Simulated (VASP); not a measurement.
# MnS (Fm-3m) in VASP: further runs

Runs on MnS. Level: PBEsol+U. Tasks: single point.

Program: VASP 6.6.1. These are calculated values, not measurements. Logs are shortened: lines on timing, memory, paths and dates and some standing lists are left out, and cuts for length are marked.

## (1) The crystal as given

It takes space group Fm-3m (No. 225, cubic). Conventional cell: a = 5.224 Å, b = 5.224 Å, c = 5.224 Å, α = 90.00°, β = 90.00°, γ = 90.00°. Mn (site symmetry m-3m) is surrounded by 6 S at 2.61 Å. S (site symmetry m-3m) has 6 Mn at 2.61 Å as nearest neighbours.

## (2) Single point, PBEsol+U, collinear spin, ferromagnetic start

Input file INCAR:

```
SYSTEM = MnS
PREC = Accurate
ENCUT = 520
EDIFF = 1E-7
ISMEAR = 0
SIGMA = 0.05
LREAL = .FALSE.
LASPH = .TRUE.
NELM = 150
ALGO = Normal
ISIF = 2
LWAVE = .FALSE.
LCHARG = .FALSE.
ISPIN = 2
MAGMOM = 4 0
LORBIT = 11
NUPDOWN = 4
LMAXMIX = 4
LDAU = .TRUE.
LDAUTYPE = 2
LDAUL = 2 -1
LDAUU = 2 0
LDAUJ = 0 0
LDAUPRINT = 1
GGA = PS
```

Input file KPOINTS:

```
regular mesh
0
G
  6 6 6
  0 0 0
```

Input file POSCAR:

```
MnS
1.0
    0.0000000000      2.6122498900      2.6122498900
    2.6122498900      0.0000000000      2.6122498900
    2.6122498900      2.6122498900      0.0000000000
Mn S
1 1
Direct
    0.0000000000      0.0000000000      0.0000000000
    0.5000000000      0.5000000000      0.5000000000
```

Potentials or basis: VASP PAW PBE potentials, release 64 (Mn_pv, S).

Run with:

```bash
cat potpaw_PBE.64/Mn_pv/POTCAR potpaw_PBE.64/S/POTCAR > POTCAR
mpirun -np 1 vasp_std > vasp.out
```

OUTCAR:

```text
SYSTEM = MnS
   PREC = Accurate
   ENCUT = 520
   EDIFF = 1E-7
   ISMEAR = 0
   LREAL = .FALSE.
   LASPH = .TRUE.
   NELM = 150
   ISIF = 2
   ISPIN = 2
   LORBIT = 11
   NUPDOWN = 4
   GGA = PS

 ion  position               nearest neighbor table
   1  0.000  0.000  0.000-   2 2.61   2 2.61   2 2.61   2 2.61   2 2.61   2 2.61
   2  0.500  0.500  0.500-   1 2.61   1 2.61   1 2.61   1 2.61   1 2.61   1 2.61

  LATTYP: Found a face centered cubic cell.
 ALAT       =     5.2244997800

  Lattice vectors:

 A1 = (   0.0000000000,   2.6122498900,   2.6122498900)
 A2 = (   2.6122498900,   0.0000000000,   2.6122498900)
 A3 = (   2.6122498900,   2.6122498900,   0.0000000000)

Analysis of symmetry for initial positions (statically):
=====================================================================
 Subroutine PRICEL returns:
 Original cell was already a primitive cell.

 Routine SETGRP: Setting up the symmetry group for a
 face centered cubic supercell.

 Subroutine GETGRP returns: Found 48 space group operations
 (whereof 48 operations were pure point group operations)
 out of a pool of 48 trial point group operations.

The static configuration has the point symmetry O_h .

Analysis of symmetry for dynamics (positions and initial velocities):
=====================================================================
 Subroutine PRICEL returns:
 Original cell was already a primitive cell.

 Routine SETGRP: Setting up the symmetry group for a
 face centered cubic supercell.

 Subroutine GETGRP returns: Found 48 space group operations
 (whereof 48 operations were pure point group operations)
 out of a pool of 48 trial point group operations.

The dynamic configuration has the point symmetry O_h .

Analysis of structural, dynamic, and magnetic symmetry:
=====================================================================
 Subroutine PRICEL returns:
 Original cell was already a primitive cell.

 Routine SETGRP: Setting up the symmetry group for a
 face centered cubic supercell.

 Subroutine GETGRP returns: Found 48 space group operations
 (whereof 48 operations were pure point group operations)
 out of a pool of 48 trial point group operations.

The overall configuration has the point symmetry O_h .

 Subroutine INISYM returns: Found 48 space group operations
 (whereof 48 operations are pure point group operations),
 and found     1 'primitive' translations

----------------------------------------------------------------------------------------

                                     Primitive cell

  volume of cell :      35.6512

  direct lattice vectors                    reciprocal lattice vectors
     0.000000000  2.612249890  2.612249890    -0.191405884  0.191405884  0.191405884
     2.612249890  0.000000000  2.612249890     0.191405884 -0.191405884  0.191405884
     2.612249890  2.612249890  0.000000000     0.191405884  0.191405884 -0.191405884

  length of vectors
     3.694279223  3.694279223  3.694279223     0.331524716  0.331524716  0.331524716

  position of ions in fractional coordinates (direct lattice)
     0.000000000  0.000000000  0.000000000
     0.500000000  0.500000000  0.500000000

  ion indices of the primitive-cell ions
   primitive index   ion index
                 1           1
                 2           2

----------------------------------------------------------------------------------------

 KPOINTS: regular mesh

Automatic generation of k-mesh.
 Grid dimensions read from file:
 generate k-points for:    6    6    6

 Generating k-lattice:

  Cartesian coordinates                     Fractional coordinates (reciprocal lattice)
    -0.031900981  0.031900981  0.031900981     0.166666667  0.000000000  0.000000000
     0.031900981 -0.031900981  0.031900981     0.000000000  0.166666667  0.000000000
     0.031900981  0.031900981 -0.031900981     0.000000000  0.000000000  0.166666667

  Length of vectors
     0.055254119  0.055254119  0.055254119

  Shift w.r.t. Gamma in fractional coordinates (k-lattice)
     0.000000000  0.000000000  0.000000000

 Subroutine IBZKPT returns following result:
 ===========================================

 Found     16 irreducible k-points:

 Following reciprocal coordinates:
            Coordinates               Weight
  0.000000  0.000000  0.000000      1.000000
  0.166667  0.000000  0.000000      8.000000
  0.333333  0.000000  0.000000      8.000000
  0.500000  0.000000  0.000000      4.000000
  0.166667  0.166667  0.000000      6.000000
  0.333333  0.166667  0.000000     24.000000
[... 8 lines left out ...]
 -0.333333  0.333333  0.166667     24.000000
 -0.333333  0.500000  0.166667     12.000000
   k-points           NKPTS =     16   k-points in BZ     NKDIM =     16   number of bands    NBANDS=     15
[... 36 lines left out ...]
     AMIX     =   0.40;   BMIX     =  1.00
     AMIX_MAG =   1.60;   BMIX_MAG =  1.00
  volume/ion in A,a.u.               =      17.83       120.29
  Fermi-wavevector in a.u.,A,eV,Ry     =   1.327297  2.508227 23.969605  1.761716
  Thomas-Fermi vector in A             =   2.456619
   LORBIT       =     11    0 simple, 1 ext, 2 COOP (PROOUT), +10 PAW based schemes
 LDA+U is selected, type is set to LDAUTYPE =  2
   angular momentum for each species LDAUL =     2   -1
   U (eV)           for each species LDAUU =   2.0  0.0
   J (eV)           for each species LDAUJ =   0.0  0.0
   GGA     = PS    functional components
   LHFCALC =     F    Hartree Fock is set to
   AEXX    =    0.0000 exact exchange contribution
   IVDW    =     0    specifies the selected vdW correction
   LEPSILON=     F    determine dielectric tensor
   LRPA    =     F    only Hartree local field effects (RPA)
 spin polarized calculation
 Gauss-broadening in eV      SIGMA  =   0.05
  energy-cutoff  :      520.00
  volume of cell :       35.65
 maximum number of plane-waves:       982
   NGX = 13   NGY = 13   NGZ = 13

 number of electron      18.9999987 magnetization       3.9999994

 Free energy of the ion-electron system (eV)
  ---------------------------------------------------
  ext. energy  EPLUGINS =         0.00000000
  ---------------------------------------------------
  free energy    TOTEN  =       -14.29138283 eV

  energy without entropy =      -14.28701267  energy(sigma->0) =      -14.28919775

atom =   1  type =  1  l = 2

 onsite density matrix

spin component  1

  0.9174  0.0000  0.0000 -0.0000 -0.0000
  0.0000  0.9174  0.0000 -0.0000 -0.0000
  0.0000  0.0000  0.8471  0.0000 -0.0000
 -0.0000 -0.0000  0.0000  0.9174 -0.0000
 -0.0000 -0.0000 -0.0000 -0.0000  0.8471

spin component  2

  0.1241  0.0000  0.0000  0.0000  0.0000
  0.0000  0.1241  0.0000  0.0000 -0.0000
  0.0000  0.0000  0.0858  0.0000  0.0000
  0.0000  0.0000  0.0000  0.1241 -0.0000
  0.0000 -0.0000  0.0000 -0.0000  0.0858

 occupancies and eigenvectors

  o =  0.0858  v =  0.0000  0.0000  0.0000  0.0000  0.0000  0.0000  0.0000  0.0197  0.0000 -0.9998      0.0000  0.0000  0.0000  0.0000  0.0000  0.0000  0.0000  0.0000  0.0000  0.0000
  o =  0.0858  v =  0.0000  0.0000  0.0000  0.0000  0.0000 -0.0000 -0.0000  0.9998  0.0000  0.0197      0.0000  0.0000  0.0000  0.0000  0.0000  0.0000  0.0000  0.0000  0.0000  0.0000
  o =  0.1241  v =  0.0000  0.0000  0.0000  0.0000  0.0000 -0.1012  0.9776  0.0000 -0.1846  0.0000      0.0000  0.0000  0.0000  0.0000  0.0000  0.0000  0.0000  0.0000  0.0000  0.0000
  o =  0.1241  v =  0.0000  0.0000  0.0000  0.0000  0.0000 -0.9946 -0.0952 -0.0000  0.0410 -0.0000      0.0000  0.0000  0.0000  0.0000  0.0000  0.0000  0.0000  0.0000  0.0000  0.0000
  o =  0.1241  v =  0.0000  0.0000  0.0000  0.0000  0.0000 -0.0225 -0.1877  0.0000 -0.9820 -0.0000      0.0000  0.0000  0.0000  0.0000  0.0000  0.0000  0.0000  0.0000  0.0000  0.0000
  o =  0.8471  v =  0.0000 -0.0000  0.3007 -0.0000  0.9537  0.0000  0.0000  0.0000  0.0000  0.0000      0.0000  0.0000  0.0000  0.0000  0.0000  0.0000  0.0000  0.0000  0.0000  0.0000
  o =  0.8471  v =  0.0000  0.0000 -0.9537 -0.0000  0.3007  0.0000  0.0000  0.0000  0.0000  0.0000      0.0000  0.0000  0.0000  0.0000  0.0000  0.0000  0.0000  0.0000  0.0000  0.0000
  o =  0.9174  v =  0.0000 -0.1953 -0.0000  0.9807  0.0000  0.0000  0.0000  0.0000  0.0000  0.0000      0.0000  0.0000  0.0000  0.0000  0.0000  0.0000  0.0000  0.0000  0.0000  0.0000
  o =  0.9174  v =  1.0000  0.0000  0.0000  0.0000  0.0000  0.0000  0.0000  0.0000  0.0000  0.0000      0.0000  0.0000  0.0000  0.0000  0.0000  0.0000  0.0000  0.0000  0.0000  0.0000
  o =  0.9174  v =  0.0000  0.9807  0.0000  0.1953  0.0000  0.0000  0.0000  0.0000  0.0000  0.0000      0.0000  0.0000  0.0000  0.0000  0.0000  0.0000  0.0000  0.0000  0.0000  0.0000

 number of electron      18.9999986 magnetization       3.9999995

 Free energy of the ion-electron system (eV)
  ---------------------------------------------------
  ext. energy  EPLUGINS =         0.00000000
  ---------------------------------------------------
  free energy    TOTEN  =       -13.61757643 eV

  energy without entropy =      -13.61249123  energy(sigma->0) =      -13.61503383

 E-fermi :   7.4198     XC(G=0): -10.7964

 val. band max:        7.3226303553   @ k =   0.5000   0.3333   0.1667
 cond. band min:       5.5255301529   @ k =   0.3333   0.1667   0.0000
 fundamental gap:     -1.7971002024
 Fermi energy:         5.5195479874

 spin component 1

 k-point     1 :       0.0000    0.0000    0.0000
  band No.  band energies     occupation
      1     -43.8026      1.00000
      2     -43.8026      1.00000
      3     -43.8026      1.00000
      4      -8.0829      1.00000
      5       2.6102      1.00000
      6       2.6102      1.00000
      7       2.6102      1.00000
      8       2.7469      1.00000
      9       2.7469      1.00000
     10       4.5689      1.00000
     11       4.5689      1.00000
     12       4.5689      1.00000
[... 258 lines left out ...]
      1     -43.8088      1.00000
      2     -43.8067      1.00000
      3     -43.8057      1.00000
      4      -6.5874      1.00000
      5       0.8017      1.00000
      6       1.4631      1.00000
      7       1.4756      1.00000
      8       3.2174      1.00000
      9       3.3310      1.00000
     10       3.3356      1.00000
     11       3.5620      1.00000
     12       4.0778      1.00000
     13       9.3068      0.00000
     14      12.5247      0.00000
     15      14.5178      0.00000
 Fermi energy:         7.4198127501

 spin component 2

 k-point     1 :       0.0000    0.0000    0.0000
  band No.  band energies     occupation
      1     -39.6372      1.00000
      2     -39.6372      1.00000
      3     -39.6372      1.00000
      4      -8.0614      1.00000
      5       4.5243      1.00000
      6       4.5243      1.00000
      7       4.5243      1.00000
      8       7.2047      1.00000
      9       7.2047      1.00000
     10       7.2047      1.00000
     11       7.4598      0.12893
     12       7.4598      0.12893
[... 259 lines left out ...]
      2     -39.6428      1.00000
      3     -39.6414      1.00000
      4      -6.5822      1.00000
      5       1.0591      1.00000
      6       2.1011      1.00000
      7       2.3525      1.00000
      8       7.1537      1.00000
      9       8.1098      0.00000
     10       8.3404      0.00000
     11       8.5611      0.00000
     12       8.6354      0.00000
     13      10.6988      0.00000
     14      13.7062      0.00000
     15      15.0046      0.00000

------------------------ aborting loop because EDIFF is reached ----------------------------------------

  FORCE on cell =-STRESS in cart. coord.  units (eV):
  Direction    XX          YY          ZZ          XY          YZ          ZX
  --------------------------------------------------------------------------------------
  -------------------------------------------------------------------------------------
  Total       -2.7170737     -2.7170737     -2.7170737      0.0000000      0.0000000     -0.0000000
  in kB     -122.1062383   -122.1062383   -122.1062383      0.0000000      0.0000000     -0.0000000
  external PRESSURE =    -122.1062383 kB  Pullay stress =       0.0000000 kB

 VOLUME and BASIS-vectors are now :
 -----------------------------------------------------------------------------
  energy-cutoff  :      520.00
  volume of cell :       35.65
      direct lattice vectors                 reciprocal lattice vectors
     0.000000000  2.612249890  2.612249890    -0.191405884  0.191405884  0.191405884
     2.612249890  0.000000000  2.612249890     0.191405884 -0.191405884  0.191405884
     2.612249890  2.612249890  0.000000000     0.191405884  0.191405884 -0.191405884

 POSITION                                       TOTAL-FORCE (eV/Angst)
 -----------------------------------------------------------------------------------
      0.00000      0.00000      0.00000         0.000000     -0.000000      0.000000
      2.61225      2.61225      2.61225        -0.000000      0.000000     -0.000000
 -----------------------------------------------------------------------------------
    total drift:                               -0.000000      0.000000      0.000000

  FREE ENERGIE OF THE ION-ELECTRON SYSTEM (eV)
  ---------------------------------------------------
  free  energy   TOTEN  =       -13.6175764289 eV

  energy  without entropy=      -13.6124912258  energy(sigma->0) =      -13.61503383

 total charge

# of ion       s       p       d       tot
------------------------------------------
    1        0.212   6.153   4.970  11.336
    2        1.326   2.330   0.000   3.656
--------------------------------------------------
tot          1.539   8.483   4.970  14.992

 magnetization (x)

# of ion       s       p       d       tot
------------------------------------------
    1        0.044   0.029   3.895   3.968
    2        0.014  -0.105   0.000  -0.091
--------------------------------------------------
tot          0.058  -0.076   3.895   3.876
```

Wall time 14 s (1 thread of AMD EPYC 9R45 (Zen 5), shared host); peak memory 0.14 GiB.

What came out:

```
Free energy                                           : -13.6176 eV
Pressure                                              : -12.2 GPa
Net moment                                            : 4.00 μB per cell
Site moments                                          : Mn +3.97; S -0.09 μB
Valence electrons inside the program's atomic spheres : Mn 11.34; S 3.66
```

Eigenvalues of the final occupation matrices:
```csv
site,spin,trace,eigenvalues
site 1 d,1,4.45,0.85 0.85 0.92 0.92 0.92
site 1 d,2,0.54,0.09 0.09 0.12 0.12 0.12
```

Caveat: the PAW data sets were made with another functional, which shifts forces and pressure a little; the total moment is fixed, so each spin has its own Fermi level; a cell with one magnetic atom can't hold antiferromagnetic order, which such compounds often take.

## (3) Single point, PBEsol+U, non-collinear spin, random start, spin-orbit coupling

Input file INCAR:

```
  ALGO = Normal
  EDIFF = 1E-6
  ENCUT = 520
  GGA = PS
  GGA_COMPAT = F
  ISIF = 2
  ISMEAR = 0
  LASPH = T
  LCHARG = F
  LDAU = T
  LDAUJ = 0 0
  LDAUL = 2 -1
  LDAUPRINT = 1
  LDAUTYPE = 2
  LDAUU = 2 0
  LMAXMIX = 4
  LNONCOLLINEAR = T
  LORBIT = 11
  LORBMOM = T
  LREAL = F
  LSORBIT = T
  LWAVE = F
  MAGMOM = -0.877 1.007 -0.683 0 0 0
  NBANDS = 31
  NELM = 150
  PREC = Accurate
  SIGMA = 0.05
```

Input file KPOINTS:

```
k-points
0
Gamma
  6 6 6
```

POSCAR is that of step 2.

Potentials or basis: VASP PAW PBE potentials, release 64 (Mn_pv, S).

Run with:

```bash
cat potpaw_PBE.64/Mn_pv/POTCAR potpaw_PBE.64/S/POTCAR > POTCAR
mpirun -np 1 vasp_ncl > vasp.out
```

OUTCAR:

```text
EDIFF = 1E-6
   ENCUT = 520
   GGA = PS
   ISIF = 2
   ISMEAR = 0
   LASPH = T
   LNONCOLLINEAR = T
   LORBIT = 11
   LREAL = F
   LSORBIT = T
   NELM = 150
   PREC = Accurate

 ion  position               nearest neighbor table
   1  0.000  0.000  0.000-   2 2.61   2 2.61   2 2.61   2 2.61   2 2.61   2 2.61
   2  0.500  0.500  0.500-   1 2.61   1 2.61   1 2.61   1 2.61   1 2.61   1 2.61

  LATTYP: Found a face centered cubic cell.
 ALAT       =     5.2244997800

  Lattice vectors:

 A1 = (   0.0000000000,   2.6122498900,   2.6122498900)
 A2 = (   2.6122498900,   0.0000000000,   2.6122498900)
 A3 = (   2.6122498900,   2.6122498900,   0.0000000000)

Analysis of symmetry for initial positions (statically):
[... 1177 lines left out ...]
 l=   3
     0.0000000     0.0000000     0.0000000     0.0000000     0.0000000     0.0000000     0.0000000
     0.0000000     0.0000000     0.0000000     0.0000000     0.0000000     0.0000000     0.0000000
     0.0000000     0.0000000     0.0000000     0.0000000     0.0000000     0.0000000     0.0000000
     0.0000000     0.0000000     0.0000000     0.0000000     0.0000000     0.0000000     0.0000000
     0.0000000     0.0000000     0.0000000     0.0000000     0.0000000     0.0000000     0.0000000
     0.0000000     0.0000000     0.0000000     0.0000000     0.0000000     0.0000000     0.0000000
     0.0000000     0.0000000     0.0000000     0.0000000     0.0000000     0.0000000     0.0000000

 total charge

# of ion       s       p       d       tot
------------------------------------------
    1        0.219   6.169   4.897  11.286
    2        1.317   2.412   0.000   3.729
--------------------------------------------------
tot          1.536   8.582   4.897  15.015

 magnetization (x)

# of ion       s       p       d       tot
------------------------------------------
    1       -0.029  -0.023  -2.572  -2.624
    2       -0.013  -0.051   0.000  -0.064
--------------------------------------------------
tot         -0.042  -0.074  -2.572  -2.688

 magnetization (y)

# of ion       s       p       d       tot
------------------------------------------
    1        0.033   0.026   2.953   3.012
    2        0.016   0.059   0.000   0.074
--------------------------------------------------
tot          0.049   0.085   2.953   3.086

 magnetization (z)

# of ion       s       p       d       tot
------------------------------------------
    1       -0.022  -0.018  -2.003  -2.043
    2       -0.010  -0.040   0.000  -0.050
--------------------------------------------------
tot         -0.033  -0.057  -2.003  -2.093
```

It took 3.2 min on 1 thread of AMD EPYC 9R45 (Zen 5), shared host; peak memory 0.32 GiB.

Results:

| Quantity | Value |
| --- | --- |
| Free energy | -14.2140 eV |
| Pressure | -2.5 GPa |
| Net moment | 4.96 μB per cell |
| Valence electrons inside the program's atomic spheres | Mn 11.29; S 3.73 |

Moments on the atoms (μB; x, y, z):
```
Mn  -2.62  3.01 -2.04
S   -0.06  0.07 -0.05
```

Caveat: the PAW data sets were made with another functional, which shifts forces and pressure a little; a cell with one magnetic atom can't hold antiferromagnetic order, which such compounds often take. The state reached can hang on the start; a lower one may exist.
